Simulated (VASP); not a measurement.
Input:

```
CELL_PARAMETERS angstrom
      6.35380     0.00000     0.00000
      0.00000     6.35380     0.00000
      0.00000     0.00000     6.35380
ATOMIC_POSITIONS crystal
  Cs 0.00000 0.00000 0.00000
  Pb 0.50000 0.50000 0.50000
  I  0.50000 0.00000 0.50000
  I  0.00000 0.50000 0.50000
  I  0.50000 0.50000 0.00000
```

Level of theory: PBE GGA, VASP's PBE PAW potentials (set 64) (plane waves; VASP 6.6.1). Settings: 400 eV cut-off, Gaussian smearing of 0.050 eV, potentials Cs_sv Pb_d I.

Unless said otherwise, spin-orbit coupling is left out, though it shifts the bands of the heavy elements here.

**Question.** Give the energies of bands 13 to 25 at the high-symmetry points, in eV from the valence-band maximum.

**Answer.** 
| band | Γ | X | M | R |
|---|---|---|---|---|
| 13 | -6.89 | -7.43 | -7.96 | -8.23 |
| 14 | -3.49 | -3.39 | -3.24 | -2.13 |
| 15 | -3.49 | -3.39 | -2.27 | -2.13 |
| 16 | -3.49 | -1.97 | -1.65 | -2.13 |
| 17 | -1.30 | -1.50 | -1.65 | -1.38 |
| 18 | -1.30 | -1.50 | -1.55 | -1.38 |
| 19 | -1.30 | -1.44 | -1.55 | -0.77 |
| 20 | -1.18 | -1.27 | -1.39 | -0.77 |
| 21 | -1.18 | -1.27 | -0.79 | -0.77 |
| 22 | -1.18 | -0.90 | -0.45 | 0.00 |
| 23 | 3.08 | 2.18 | 1.85 | 1.42 |
| 24 | 4.14 | 4.52 | 1.85 | 1.42 |
| 25 | 4.14 | 4.80 | 4.79 | 1.42 |

The gap is direct, 1.42 eV, from the valence maximum at R to the conduction minimum at R.

The compound is CsPbI3 in the cubic perovskite structure, the ideal cubic form; the compound distorts at low or room temperature. It was relaxed first.
